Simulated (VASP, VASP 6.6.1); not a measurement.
# Lattice constants of Pmmn NiSi: PBEsol and rev-vdW-DF2 leave the short axis too short

## The measurement

The reference is "The equation of state of the Pmmn phase of NiSi" (2015, PubMed Central 4665664). A polycrystalline grain synthesised in a multi-anvil press at 17.5 GPa was recovered and studied at room temperature by synchrotron powder diffraction, with the cell obtained from a Le Bail fit. In the setting used here the ambient-pressure axes are $a = 3.021 \pm 0.001$ Å, $b = 3.2742 \pm 0.0008$ Å and $c = 4.701 \pm 0.001$ Å; the source labels the two short axes the other way round. The sample is metastable and contains traces of the B20 and B31 phases. We regard the shortest axis as the one most likely to differ between samples, so its fitted uncertainty may understate how well it is known for the phase itself.

| compared with | measured | source's wording or label | T (K) | method |
| --- | --- | --- | --- | --- |
| lattice constant b of the conventional cell (Å) | 3.2742 ± 0.0008 | a at ambient pressure | room temperature | synchrotron powder XRD, Le Bail fit |
| lattice constant a of the conventional cell (Å) | 3.021 ± 0.001 | b at ambient pressure | room temperature | synchrotron powder XRD, Le Bail fit |
| lattice constant c of the conventional cell (Å) | 4.701 ± 0.001 | c at ambient pressure | room temperature | synchrotron powder XRD, Le Bail fit |

Conditions are those given with the value in the passage it was taken from; "not stated" means there, and the paper may say more elsewhere. The values are a selection: others may have been left out beforehand as unlike or outlying.

## Model and target

We want the three axes of the four-atom cell, each within 1 % of experiment. That is a demanding but fair limit for a semilocal functional in a 3d intermetallic, and it is tight enough to expose an error in the shape of the cell that a volume alone would hide. The calculations describe static nuclei; room-temperature expansion and zero-point motion together should lengthen the axes by a few tenths of a per cent, so a good static result ought to lie slightly below the measured values.

We go straight to PBEsol, which was built for equilibrium geometries of dense solids. LDA would cost about as little but usually makes transition-metal compounds too small. The Ni moments start in an alternating pattern, although we expect this metal to lose them.

The computed database cell from which we start deserves a remark: its $b$ and $c$ are close to experiment, but its $a$ of 2.943 Å is about 0.08 Å shorter than measured. The short axis is therefore where we expect difficulty. We first settle the k mesh, then the plane-wave cutoff, and set one neighbouring functional beside the result.

System: SiNi; Pmmn (No. 59), 4 atoms in the cell; conventional a = 2.943, b = 3.280, c = 4.677 A, a computed structure from Materials Project.

On the selection of runs and values: 3 further cited values are not listed: repeats, values quoted from earlier work, more than five for one quantity or six quantities, or quantities that fewer than three runs give. Further runs on this system are not shown.

## 1. PBEsol on two k meshes

NiSi is a metal, and the narrow Gaussian smearing we use makes the stress sensitive to how the Fermi surface is sampled. An orthorhombic distortion of a nearly tetragonal structure could respond to this more in $a$ and $b$ than in the volume. We therefore relax the cell with a 12×10×8 mesh and again with 16×14×10, expecting the moments to vanish and the axes to agree to well within the target.

**Run 1.** VASP 6.6.1: PBEsol, alternating starting moments; 450 eV, 12x10x8 k mesh; cell and atoms relaxed, relaxed twice, LASPH on.

Key lines of the input:
```
ALGO = Normal
EDIFF = 1E-06
EDIFFG = -0.006
ENCUT = 450
GGA = PS
IBRION = 2
ISIF = 3
ISMEAR = 0
ISPIN = 2
LASPH = .TRUE.
LMAXMIX = 4
MAGMOM = 1 -1 0 0
NBANDS = 22
NELM = 100
NSW = 50
PREC = Accurate
SIGMA = 0.05
KPOINTS: Gamma, 12 10 8
PAW data sets: Ni Si (PBE 64)
```

Command:
```
mpirun -np 8 vasp_std
```

Selected lines of the output:
```
     2.941080564  0.000000000  0.000000000     0.340011087  0.000000000  0.000000000
     0.000000000  3.284310386  0.000000000     0.000000000  0.304477922  0.000000000
     0.000000000  0.000000000  4.679665264     0.000000000  0.000000000  0.213690498
```

Converged; 2.7 min on 8 cores of Intel Xeon 6975P-C (Granite Rapids), shared host.

**Run 2.** VASP 6.6.1: PBEsol, alternating starting moments; 450 eV, 16x14x10 k mesh; cell and atoms relaxed, relaxed twice, LASPH on.

Key lines of the input, as changed from run 1:
```diff
- KPOINTS: Gamma, 12 10 8
+ KPOINTS: Gamma, 16 14 10
```

Selected lines of the output:
```
     2.947488066  0.000000000  0.000000000     0.339271942  0.000000000  0.000000000
     0.000000000  3.275354199  0.000000000     0.000000000  0.305310491  0.000000000
```

Converged; took 4.8 min.

| quantity | run 1 | run 2 | measured |
| --- | --- | --- | --- |
| lattice constant b of the conventional cell (Å) | 3.2843 | 3.2753 | 3.2742 ± 0.0008 |
| lattice constant a of the conventional cell (Å) | 2.941 | 2.947 | 3.021 ± 0.001 |
| lattice constant c of the conventional cell (Å) | 4.680 | 4.682 | 4.701 ± 0.001 |
| largest moment in a PAW sphere (μB) | 0 | 0 |  |
| volume of the conventional cell (Å³) | 45.20 | 45.20 |  |
| space group at the end | Pmmn | Pmmn |  |
| pressure left at the end (GPa) | 0.00192 | 0.00445 |  |

Two of the three axes agree well with experiment. On the denser mesh $b$ is within 0.1 % of the measured value and $c$ is 0.4 % short, but $a$ is 2.4 % short and clearly misses the target. The moments have vanished, as we expected for this metal.

The mesh affects the shape of the cell and hardly its size. Going to the denser one lengthens $a$ by 0.006 Å and shortens $b$ by 0.009 Å, while the volume stays at 45.20 Å³. This suggests that the two in-plane axes can trade against each other at little cost in energy, so we do not claim either to the last few thousandths of an ångström. The shortfall in $a$ is 0.074 Å, more than ten times its change between the meshes.

## 2. Plane-wave cutoff and a meta-GGA

A miss confined to one axis calls for a check of the basis before we blame the functional. We repeat the PBEsol relaxation at 600 eV on the 12×10×8 mesh, where it can be compared directly with the first run; we expect changes far smaller than the miss.

As the neighbouring level we take r2SCAN on the same mesh. It treats exchange and correlation differently enough to show whether the short $a$ is peculiar to PBEsol. Its known tendency to exaggerate magnetism in metals makes the final moment worth watching, since a spurious moment on Ni would also alter the cell.

**Run 3.** VASP 6.6.1: PBEsol, alternating starting moments; 600 eV, 12x10x8 k mesh; cell and atoms relaxed, relaxed twice, LASPH on.

Key lines of the input, as changed from run 1:
```diff
- ENCUT = 450
+ ENCUT = 600
```

Selected lines of the output:
```
     2.941144272  0.000000000  0.000000000     0.340003722  0.000000000  0.000000000
     0.000000000  3.284295505  0.000000000     0.000000000  0.304479301  0.000000000
     0.000000000  0.000000000  4.679688824     0.000000000  0.000000000  0.213689422
```

Converged; took 3.9 min.

**Run 4.** VASP 6.6.1: r2SCAN, alternating starting moments; 450 eV, 12x10x8 k mesh; cell and atoms relaxed, relaxed twice, LASPH on.

Key lines of the input, as changed from run 1:
```diff
- GGA = PS
+ METAGGA = R2SCAN
```

Selected lines of the output:
```
     2.945979626  0.000000000  0.000000000     0.339445661  0.000000000  0.000000000
     0.000000000  3.286173374  0.000000000     0.000000000  0.304305308  0.000000000
     0.000000000  0.000000000  4.672531097     0.000000000  0.000000000  0.214016767
```

Converged; took 13 min.

| quantity | run 3 | run 4 | measured |
| --- | --- | --- | --- |
| lattice constant b of the conventional cell (Å) | 3.2843 | 3.2862 | 3.2742 ± 0.0008 |
| lattice constant a of the conventional cell (Å) | 2.941 | 2.946 | 3.021 ± 0.001 |
| lattice constant c of the conventional cell (Å) | 4.680 | 4.673 | 4.701 ± 0.001 |
| largest moment in a PAW sphere (μB) | 0 | 0 |  |
| volume of the conventional cell (Å³) | 45.20 | 45.23 |  |
| space group at the end | Pmmn | Pmmn |  |
| pressure left at the end (GPa) | 0.0287 | 0.00138 |  |

Raising the cutoff to 600 eV changes no axis by more than about 0.0001 Å, so the plane-wave basis does not explain the short $a$ in PBEsol.

r2SCAN also ends without a moment, so the magnetism we were wary of does not enter. Its $b$ and $c$ are within the target, but its $a$ of 2.946 Å is 2.5 % short, almost the same miss as with PBEsol. The two functionals differ in $a$ by about as much as the two k meshes did, which leaves no basis for preferring either on this axis. The defect is therefore not peculiar to PBEsol.

## 3. A functional with nonlocal correlation

PBEsol and r2SCAN both lack nonlocal correlation. We therefore relax the cell with rev-vdW-DF2, which includes it and pairs it with a different exchange, to see whether the short axis responds. In a dense metal we expect a modest change of volume at most, and not the 0.07 Å or so that $a$ would need. A Hubbard correction on Ni would be a poor remedy here: with a large $U$ it suits localised d electrons, not those of a nonmagnetic intermetallic.

**Run 5.** VASP 6.6.1: rev-vdW-DF2, alternating starting moments; 450 eV, 12x10x8 k mesh; cell and atoms relaxed, LASPH on.

Key lines of the input, as changed from run 1:
```diff
+ AGGAC = 0
- GGA = PS
+ GGA = MK
+ LUSE_VDW = .TRUE.
+ PARAM1 = 0.1234
+ PARAM2 = 0.711357
+ ZAB_VDW = -1.8867
```

Selected lines of the output:
```
  volume of cell :       46.38
     2.984050819  0.000000000  0.000000000     0.335114936  0.000000000  0.000000000
     0.000000000  3.306723480  0.000000000     0.000000000  0.302414159  0.000000000
     0.000000000  0.000000000  4.700293932     0.000000000  0.000000000  0.212752652
```

Converged; took 3.4 min.

| quantity | run 5 | measured | deviation |
| --- | --- | --- | --- |
| lattice constant b of the conventional cell (Å) | 3.3067 | 3.2742 ± 0.0008 | +0.0325 (+1.0 %) |
| lattice constant a of the conventional cell (Å) | 2.984 | 3.021 ± 0.001 | −0.037 (−1.2 %) |
| lattice constant c of the conventional cell (Å) | 4.700 | 4.701 ± 0.001 | −0.001 (−0.0 %) |
| largest moment in a PAW sphere (μB) | 0 |  |  |
| volume of the conventional cell (Å³) | 46.38 |  |  |
| space group at the end | Pmmn |  |  |
| pressure left at the end (GPa) | −0.01817 |  |  |

The short axis responds more than we expected. With rev-vdW-DF2, $a$ is about 0.04 Å longer than with PBEsol on the same mesh, which removes about half of the miss, but at 2.984 Å it is still 1.2 % short and outside the target. The long axis $c$ agrees with experiment to 0.001 Å. The remaining axis, $b$, is now 1.0 % too long and passes just inside the limit, by a margin much smaller than the shift that the denser mesh produced in PBEsol.

The cell, relaxed in a single pass unlike those of runs 1 to 4, has grown from 45.20 Å³ with PBEsol to 46.38 Å³, about 2.6 % in volume, and its volume is now within about 0.3 % of the product of the measured axes. This agreement comes partly from opposite errors in $a$ and $b$. The ratio $b/a$ is 1.108, against 1.084 measured and 1.117 with PBEsol on this mesh, so the in-plane distortion remains too strong. Since exchange and correlation were changed together, the run does not show that nonlocal correlation is what lengthens $a$.

## Collected results

| run | settings | Q1 | Q2 | Q3 | mean abs. dev. of these columns (%) | cost |
| --- | --- | --- | --- | --- | --- | --- |
| 1 | PBEsol, 450 eV, 12x10x8 k mesh, relaxed twice | 3.2843 | 2.941 | 4.680 | 1.1 | 22 core-min |
| 2 | PBEsol, 450 eV, 16x14x10 k mesh, relaxed twice | 3.2753 | 2.947 | 4.682 | 1.0 | 39 core-min |
| 3 | PBEsol, 600 eV, 12x10x8 k mesh, relaxed twice | 3.2843 | 2.941 | 4.680 | 1.1 | 31 core-min |
| 4 | r2SCAN, 450 eV, 12x10x8 k mesh, relaxed twice | 3.2862 | 2.946 | 4.673 | 1.2 | 1.7 core-h |
| 5 | rev-vdW-DF2, 450 eV, 12x10x8 k mesh | 3.3067 | 2.984 | 4.700 | 0.7 | 27 core-min |
|  | measured | 3.2742 ± 0.0008 | 3.021 ± 0.001 | 4.701 ± 0.001 |  |  |

Q1: lattice constant b of the conventional cell (Å). Q2: lattice constant a of the conventional cell (Å). Q3: lattice constant c of the conventional cell (Å).

Further runs on the same system, made beside this series (convergence steps with loose settings among them):

| further | settings | Q1 | Q2 | Q3 | mean abs. dev. of these columns (%) | cost |
| --- | --- | --- | --- | --- | --- | --- |
| F1 | r2SCAN + rVV10, 450 eV, 12x10x8 k mesh, relaxed twice | 3.2806 | 2.937 | 4.667 | 1.2 | 78 core-min |
| F2 | PBEsol + D3(BJ), 450 eV, 12x10x8 k mesh, relaxed twice | 3.2537 | 2.894 | 4.646 | 2.0 | 29 core-min |
| F3 | PBEsol+U (Ni 6.2 eV), 450 eV, 12x10x8 k mesh, relaxed twice | 3.1806 | 2.895 | 4.619 | 2.9 | 36 core-min |
| F4 | LDA+U (Ni 6.2 eV), 450 eV, 12x10x8 k mesh, relaxed twice | 3.1552 | 2.872 | 4.581 | 3.7 | 29 core-min |
| F5 | LDA, 450 eV, 12x10x8 k mesh, relaxed twice | 3.2569 | 2.922 | 4.638 | 1.7 | 24 core-min |
| F6 | PBEsol, 270 eV, 12x10x8 k mesh, relaxed twice | 3.2733 | 2.930 | 4.668 | 1.3 | 13 core-min |
| F7 | PBEsol, 450 eV, 6x6x4 k mesh, relaxed twice | 3.1289 | 3.086 | 4.691 | 2.3 | 28 core-min |
|  | measured | 3.2742 ± 0.0008 | 3.021 ± 0.001 | 4.701 ± 0.001 |  |  |

Q1: lattice constant b of the conventional cell (Å). Q2: lattice constant a of the conventional cell (Å). Q3: lattice constant c of the conventional cell (Å).

## Outcome

PBEsol misses the target we set. On the 16×14×10 mesh, at 39 core-minutes, $b$ lies within 0.1 % of experiment and $c$ is 0.4 % short, but $a$ is 2.4 % short. Room-temperature expansion and zero-point motion, which we put at a few tenths of a per cent, would be too small to close that gap if they were shared evenly among the axes.

rev-vdW-DF2 comes nearer but also fails on $a$, by 1.2 %. Its good volume rests partly on a cancellation between a short $a$ and a long $b$. An even thermal expansion would help $a$ but could push $b$, a narrow pass, over the limit. Part of the gain comes with the larger cell as a whole. Adding rVV10 to r2SCAN or D3 to PBEsol shortens $a$, which suggests that dispersion attraction as such is not what helps; the gain more likely lies in the semilocal part of rev-vdW-DF2, its exchange and the omitted gradient correlation, but these runs do not separate the terms. LDA and both calculations with a Hubbard $U$ also leave $a$ too short.

Of the numerical settings shown, the k mesh mattered most. A 6×6×4 mesh turns the PBEsol error in $a$ into an overshoot of about 2.2 % (3.086 Å) and makes $b$ about 4.4 % too short (3.1289 Å). The cell shape thus depends strongly on Fermi-surface sampling, and the small change between our two denser meshes does not prove convergence, least of all for rev-vdW-DF2, for which this report shows only the coarser of these. The 600 eV run excluded the cutoff as the cause for PBEsol; r2SCAN brought no improvement.

We cannot divide the remaining error in $a$ between functional, sampling and a possible thermal change of the in-plane distortion. The reference is a single metastable sample with traces of other phases, and $a$ is the axis we trust least to carry over between samples. The next step we would take is a convergence series with a smearing suited to metals.

[Logs are printed without paths, hosts, clocks, repeated set-up lines and the standing remarks that a program may print on its own settings, such as how far it seeks lower states.]

[The runs shown are a pick from a larger set of finished runs; failed, doubtful and other runs were left out of it ahead of writing. So were measured values far from every level or from commonly accepted values, and agreement can look better than it is. Lines of input and output are excerpts and may be shortened.]
